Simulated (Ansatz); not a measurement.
# Au (Cmcm) in Ansatz: a series of runs

Runs on Au. Level: r2SCAN. Tasks: single point, equation of state.

Everything below comes from runs of Ansatz 0.2.0. Logs are shortened: lines on timing, memory, paths and dates and some standing lists are left out, and cuts for length are marked.

### Step 1. The crystal as given

The structure is orthorhombic, space group Cmcm (No. 63). Conventional cell: a = 2.823 Å, b = 5.112 Å, c = 4.893 Å, α = 90.00°, β = 90.00°, γ = 90.00°. Around Au (site symmetry m2m) lie 12 Au at 2.82 to 2.97 Å.

This isn't the form of Au at room conditions, which is fcc.

### Step 2. Single point, r2SCAN, 16.59 Å³/atom (volume scaled by 0.94)

input.yaml

```yaml
crystal:
  lattice:
    - [1.3824996368, -2.5037564861, 0.0]
    - [1.3824996368, 2.5037564861, 0.0]
    - [0.0, 0.0, 4.7932809775]
  atoms:
    - { symbol: Au, position: [0.33467203, 0.66532797, 0.25] }
    - { symbol: Au, position: [0.66532797, 0.33467203, 0.75] }
hamiltonian:
  xc: r2scan
  pseudopotentials: { kind: paw }
kpoints:
  mp_grid: { grid: [11, 11, 6] }
scf:
  occupations: { method: fermi_dirac, width: 0.05 }
output:
  forces: true
  stress: true
  eigenvalues: true
```

Potentials or basis: Ansatz PAW.

Launch:

```console
$ ansatz run input.yaml --threads 2 --pin off --max-ram 5632MiB --backend cpu --events-out ev --progress --plain --runs-dir out
```

Log:

```text
Warning: RAYON_NUM_THREADS=2 ignored (pool sized by the plan → 2); use --threads N
Engine: ansatz 0.2.0, aarch64-unknown-linux-gnu
Pseudopotentials: kind: paw
Pseudopotential: Au, paw, valence charge 19, recommended cutoff 500 eV (meta_gga), Au.paw.azcp
Functional definition: r2SCAN
  parameter k0 = 0.174
  parameter k1 = 0.065
  parameter a1 = 4.9479
  exchange = r2scan_x(k0 = k0, k1 = k1, a1 = a1)
  correlation = r2scan_c
Crystal: 2 atoms, lattice volume = 33.183 Å³
Basis set: ecut = 500 eV, 841 PW (Γ), exchange–correlation on 96×96×144 points (64 copies of the dense FFT grid, shifted against one another)
Bands: 23, of which v1, the nominal top of the filled ones, is band 19 counted from 1 (18 counted from 0)
Symmetry: 8 space group operations
Space group: Cmcm (ITA 63), of the structure as read, at distance tolerance 3.2e-5 Å
k-points: 144 of 726
Non-local potential: Au, projectors of the file, l = 0: 3, l = 1: 2, l = 2: 2, l = 3: 1
PAW form: soft (Blöchl's): semilocal exchange-correlation on the pseudo side does not see the compensation charge
PAW frozen core: Au, regenerated for the run's functional (the file was generated under x = pbe(κ = 0.804, μ = 0.2195149727645171), c = pbe(β = 0.06672455060314922))
PAW one-centre angular grid: Au, 590 points (default); XC on 160 Gauss nodes
Initial density: superposition of atomic densities (neutral atoms: chi_scale 0, normalization atom), corrected by the library's trained network
Initial wavefunctions: pseudopotential atomic-orbital guess
Functional: x = r2scan, c = r2scan; τ floored in thin density (d = 2e-4 eV/Å³)
SCF iter   1: F=—  HF=-26326.947725 eV  |F-HF|=—  |Δ(HF+E_count)|=         —  Δρ=1.47e-2  dr2=7.05e-2  dr2_τ=7.18e-3  ethr=1.77e-3  ⟨swp⟩=4.9  Hψ=12776  notcnv=0
preconditioner: auto → Kerker (q_TF=auto, 2.791 Å⁻¹)  [metal: Δε(μ)=0.024 eV  Ē_g=11.982 eV  σ=0.050 eV  W_gap=0.12  n_scr=10 (ndim 8)  ℏωp=30.2 eV  f_vac=0.000  D(μ)=0.91/eV (n_scr^D=2)]
SCF iter   2: F=—  HF=-26326.934252 eV  |F-HF|=—  |Δ(HF+E_count)|=   1.35e-2  Δρ=6.26e-3  dr2=1.18e-2  dr2_τ=1.93e-3  ethr=1.86e-4  ⟨swp⟩=2.6  Hψ=6077  notcnv=0  defer=16
SCF iter   3: F=—  HF=-26326.934472 eV  |F-HF|=—  |Δ(HF+E_count)|=   2.21e-4  Δρ=2.06e-3  dr2=1.07e-3  dr2_τ=5.55e-5  ethr=3.12e-5  ⟨swp⟩=2.0  Hψ=5190  notcnv=0  defer=16
SCF iter   4: F=—  HF=-26326.934841 eV  |F-HF|=—  |Δ(HF+E_count)|=   3.68e-4  Δρ=5.64e-4  dr2=6.75e-5  dr2_τ=5.34e-6  ethr=2.82e-6  ⟨swp⟩=2.0  Hψ=6040  notcnv=0  defer=16
SCF iter   5: F=—  HF=-26326.934880 eV  |F-HF|=—  |Δ(HF+E_count)|=   3.90e-5  Δρ=1.84e-4  dr2=1.25e-5  dr2_τ=6.79e-7  ethr=1.78e-7  ⟨swp⟩=2.8  Hψ=5913  notcnv=0  defer=16
SCF iter   6: F=—  HF=-26326.934880 eV  |F-HF|=—  |Δ(HF+E_count)|=   1.93e-8  Δρ=3.03e-5  dr2=2.82e-7  dr2_τ=1.37e-8  ethr=3.28e-8  ⟨swp⟩=2.0  Hψ=4869  notcnv=0  defer=16
SCF iter   7: F=-26326.934880 eV  HF=-26326.934880 eV  |F-HF|=1.22e-8  |Δ(HF+E_count)|=   2.04e-7  Δρ=9.49e-6  dr2=2.87e-8  dr2_τ=3.15e-9  ethr=2.63e-10  ⟨swp⟩=5.7  Hψ=13810  notcnv=0
SCF 1 converged in 7 iterations: F = -26326.934880 eV  dr2 = 2.87e-8
SCF converged after 7 iterations
Free energy (F): -26326.934880 eV
Harris-Foulkes:  -26326.934880 eV  (|F-HF|=1.22e-8)
Internal energy: -26326.927882 eV  (E = F + TS)
E sigma→0 (E₀):  -26326.931381 eV
Entropy (-TS):   -0.006998 eV (-3.499 meV/atom)
Fermi energy:    21.207079 eV
--- Per-component energies (eV) ---
  E_band       = -428.507414
  E_kinetic    = 1213.159182
  E_local      = -3344.693002  (includes V_loc(G=0)·N_el)
  E_nonlocal   = 151.685949
  E_hartree    = 1437.544924
  E_xc         = -437.229394
  E_vxc        = -614.991771  (∫ρ·V_xc dr)
  E_paw        = -19462.558842  (= ΣΔE_a)
  E_vpaw       = -750.667027  (= ΣTr[D̂ρ^β])
  E_aug_tail   = 0.001406  (compensation charges beyond the density's cutoff)
  E_vtau       = 41.899035  (kinetic-family band-sum trace: ∫τ·v_τ [+ j·A + Jᵃ·Aᵃ] dr)
  E_ewald      = -5884.485457
  E_core_change = -0.352647  (= ΣΔE_core)
  E_smearing   = -0.006998  (= −TS)
  E_closure    = -0.000000  (closes the sum)
  Σ components = -26326.934880   (vs F -26326.934880, Δ=0.00e0)
--- Forces (eV/Å), atoms counted from 1 ---
  atom   1  Au     0.00000000    -0.03988721     0.00000000
  atom   2  Au     0.00000000     0.03988721     0.00000000
  max |Σ_I F_I| component: 6.94e-18 eV/Å
--- Stress (GPa, compression-positive) ---
       14.643016       0.000000       0.000000
        0.000000       8.856803       0.000000
        0.000000       0.000000       8.673748
  P = ⅓ Tr σ = 10.7245 GPa (107.245 kbar)
--- Band table (eV; the first three rows and the last of 144) ---
  k-point 0: bands = ["-86.5092", "-86.4969", "-37.4979", "-37.2946", "-37.2829", "-37.2673", "-37.2625", "-37.2523", "10.8535", "13.2499", "15.8428", "15.9106", "16.2869", "16.5582", "16.8460", "17.2551", "17.4548", "18.7385", "18.8315", "20.0461", "24.0169", "36.4625", "37.4516"]
  k-point 1: bands = ["-86.5083", "-86.4977", "-37.4827", "-37.2928", "-37.2826", "-37.2809", "-37.2646", "-37.2544", "11.0919", "13.2424", "15.7969", "15.8772", "16.2177", "16.4995", "16.7781", "17.4160", "17.6307", "18.6916", "18.7175", "18.7974", "25.7946", "35.9320", "37.8003"]
  k-point 2: bands = ["-86.5061", "-86.5000", "-37.4409", "-37.3258", "-37.2864", "-37.2753", "-37.2705", "-37.2600", "11.7490", "13.1112", "15.7356", "15.8521", "16.0616", "16.4447", "16.6263", "16.9390", "17.7979", "18.0038", "18.5223", "18.6609", "28.9658", "34.9358", "37.1365"]
  k-point 143: bands = ["-86.4931", "-86.4931", "-37.5043", "-37.5043", "-37.3353", "-37.3353", "-37.3128", "-37.3128", "13.6302", "13.6302", "14.7291", "14.7291", "17.6258", "17.6258", "18.4843", "18.4843", "19.1822", "19.1822", "21.1018", "21.1018", "25.7536", "25.7536", "34.7265"]
```

Run time: 6.2 s. Hardware: 2 threads of Arm Neoverse V2, shared host; peak memory 0.46 GiB.

What came out:

```yaml
Free_energy: -26326.9349 eV
Pressure: 10.7 GPa
Largest_force: 0.040 eV/Å
Band_gap_on_the_k_mesh: none (metal or under the smearing width)
```

Caveat: the PAW data sets come from PBE, with cores solved anew for the run's functional, which leaves a small shift of forces and pressure.

### Step 3. Single point, r2SCAN, 16.94 Å³/atom (volume scaled by 0.96)

input.yaml, as its differences from that of step 2:

```diff
@@ -2,5 +2,5 @@
   lattice:
-    - [1.3824996368, -2.5037564861, 0.0]
-    - [1.3824996368, 2.5037564861, 0.0]
-    - [0.0, 0.0, 4.7932809775]
+    - [1.3922358705, -2.521389155, 0.0]
+    - [1.3922358705, 2.521389155, 0.0]
+    - [0.0, 0.0, 4.8270375896]
   atoms:
```

Potentials or basis: Ansatz PAW.

Launch:

```console
$ ansatz run input.yaml --threads 2 --pin off --max-ram 5632MiB --backend cpu --events-out ev --progress --plain --runs-dir out
```

It took 6.2 s on 2 threads of Arm Neoverse V2, shared host; peak memory 0.46 GiB.

The run converged. Its results:

| Quantity | Value |
| --- | --- |
| Free energy | -26326.9727 eV |
| Pressure | 6.5 GPa |
| Largest force | 0.031 eV/Å |
| Band gap on the k mesh | none (metal or under the smearing width) |

Caveat: the PAW data sets come from PBE, with cores solved anew for the run's functional, which leaves a small shift of forces and pressure.

### Step 4. Single point, r2SCAN, 17.30 Å³/atom (volume scaled by 0.98)

input.yaml, as its differences from that of step 3:

```diff
@@ -2,5 +2,5 @@
   lattice:
-    - [1.3922358705, -2.521389155, 0.0]
-    - [1.3922358705, 2.521389155, 0.0]
-    - [0.0, 0.0, 4.8270375896]
+    - [1.4018378006, -2.5387785952, 0.0]
+    - [1.4018378006, 2.5387785952, 0.0]
+    - [0.0, 0.0, 4.860328556]
   atoms:
```

Launch:

```console
$ ansatz run input.yaml --threads 2 --pin off --max-ram 5632MiB --backend cpu --events-out ev --progress --plain --runs-dir out
```

Wall time 6.2 s (2 threads of Arm Neoverse V2, shared host); peak memory 0.46 GiB.

Results (log left out):

| Property | Result |
| --- | --- |
| Free energy | -26326.9931 eV |
| Pressure | 2.8 GPa |
| Largest force | 0.021 eV/Å |
| Band gap on the k mesh | none (metal or under the smearing width) |

Caveat: the PAW data sets come from PBE, with cores solved anew for the run's functional, which leaves a small shift of forces and pressure.

### Step 5. Single point, r2SCAN, 17.65 Å³/atom

input.yaml, as its differences from that of step 4:

```diff
@@ -2,5 +2,5 @@
   lattice:
-    - [1.4018378006, -2.5387785952, 0.0]
-    - [1.4018378006, 2.5387785952, 0.0]
-    - [0.0, 0.0, 4.860328556]
+    - [1.411309965, -2.555933025, 0.0]
+    - [1.411309965, 2.555933025, 0.0]
+    - [0.0, 0.0, 4.89316961]
   atoms:
```

Launch:

```console
$ ansatz run input.yaml --threads 2 --pin off --max-ram 5632MiB --backend cpu --events-out ev --progress --plain --runs-dir out
```

Wall time 6.3 s (2 threads of Arm Neoverse V2, shared host); peak memory 0.46 GiB.

Results (log left out):

| Property | Result |
| --- | --- |
| Free energy | -26326.9985 eV |
| Pressure | -0.4 GPa |
| Largest force | 0.013 eV/Å |
| Band gap on the k mesh | none (metal or under the smearing width) |

Caveat: the PAW data sets come from PBE, with cores solved anew for the run's functional, which leaves a small shift of forces and pressure.

### Step 6. Single point, r2SCAN, 18.00 Å³/atom (volume scaled by 1.02)

input.yaml, as its differences from that of step 5:

```diff
@@ -2,5 +2,5 @@
   lattice:
-    - [1.411309965, -2.555933025, 0.0]
-    - [1.411309965, 2.555933025, 0.0]
-    - [0.0, 0.0, 4.89316961]
+    - [1.420656661, -2.5728602271, 0.0]
+    - [1.420656661, 2.5728602271, 0.0]
+    - [0.0, 0.0, 4.9255756512]
   atoms:
```

Potentials or basis: Ansatz PAW.

Launch:

```console
$ ansatz run input.yaml --threads 2 --pin off --max-ram 5632MiB --backend cpu --events-out ev --progress --plain --runs-dir out
```

It took 6.3 s on 2 threads of Arm Neoverse V2, shared host; peak memory 0.46 GiB.

It converged, with:

| Item | Value |
| --- | --- |
| Free energy | -26326.9906 eV |
| Pressure | -3.2 GPa |
| Largest force | 0.006 eV/Å |
| Band gap on the k mesh | none (metal or under the smearing width) |

Caveat: the PAW data sets come from PBE, with cores solved anew for the run's functional, which leaves a small shift of forces and pressure.

### Step 7. Single point, r2SCAN, 18.36 Å³/atom (volume scaled by 1.04)

input.yaml, as its differences from that of step 6:

```diff
@@ -2,5 +2,5 @@
   lattice:
-    - [1.420656661, -2.5728602271, 0.0]
-    - [1.420656661, 2.5728602271, 0.0]
-    - [0.0, 0.0, 4.9255756512]
+    - [1.4298819627, -2.5895675798, 0.0]
+    - [1.4298819627, 2.5895675798, 0.0]
+    - [0.0, 0.0, 4.9575608049]
   atoms:
```

Launch:

```console
$ ansatz run input.yaml --threads 2 --pin off --max-ram 5632MiB --backend cpu --events-out ev --progress --plain --runs-dir out
```

Run time: 6.7 s. Hardware: 2 threads of Arm Neoverse V2, shared host; peak memory 0.48 GiB.

Results (log left out):

| Property | Result |
| --- | --- |
| Free energy | -26326.9712 eV |
| Pressure | -5.6 GPa |
| Band gap on the k mesh | none (metal or under the smearing width) |

Caveat: the PAW data sets come from PBE, with cores solved anew for the run's functional, which leaves a small shift of forces and pressure.

### Step 8. Single point, r2SCAN, 18.71 Å³/atom (volume scaled by 1.06)

input.yaml, as its differences from that of step 7:

```diff
@@ -2,5 +2,5 @@
   lattice:
-    - [1.4298819627, -2.5895675798, 0.0]
-    - [1.4298819627, 2.5895675798, 0.0]
-    - [0.0, 0.0, 4.9575608049]
+    - [1.4389897367, -2.6060620855, 0.0]
+    - [1.4389897367, 2.6060620855, 0.0]
+    - [0.0, 0.0, 4.9891384766]
   atoms:
@@ -19 +19,5 @@
   eigenvalues: true
+  write_density: true
+  write_potential: true
+  elf: true
+  volumetric_format: npy
```

Launch:

```console
$ ansatz run input.yaml --threads 2 --pin off --max-ram 5632MiB --backend cpu --events-out ev --progress --plain --runs-dir out
```

It took 8.8 s on 2 threads of Arm Neoverse V2, shared host; peak memory 0.48 GiB.

It converged, with:

```yaml
Free_energy: -26326.9417 eV
Pressure: -7.7 GPa
Largest_force: 0.004 eV/Å
Band_gap_on_the_k_mesh: none (metal or under the smearing width)
```

Caveat: the PAW data sets come from PBE, with cores solved anew for the run's functional, which leaves a small shift of forces and pressure.

### Step 9. Equation of state, r2SCAN

Potentials or basis: Ansatz PAW.

No new run: the results of the series are fitted here.

What came out:

```
Equilibrium volume                        : 17.61 Å³/atom
Bulk modulus at fixed shape and positions : 152 GPa
Pressure derivative of the bulk modulus   : 5.8
```

Energy against volume, from the lowest point:
```
volume (Å³/atom)  energy (meV/atom)
          16.592              31.79
          16.945              12.90
          17.298               2.67
          17.651               0.00
          18.004               3.94
          18.357              13.64
          18.710              28.37
```

Caveat: the cell was scaled at fixed shape and fractional positions, which overstates the stiffness of a crystal with free parameters, most of all of layers and chains; the PAW data sets were made with another functional, which shifts forces and pressure a little. The run has no spin-orbit coupling, so splittings on Au are missing.
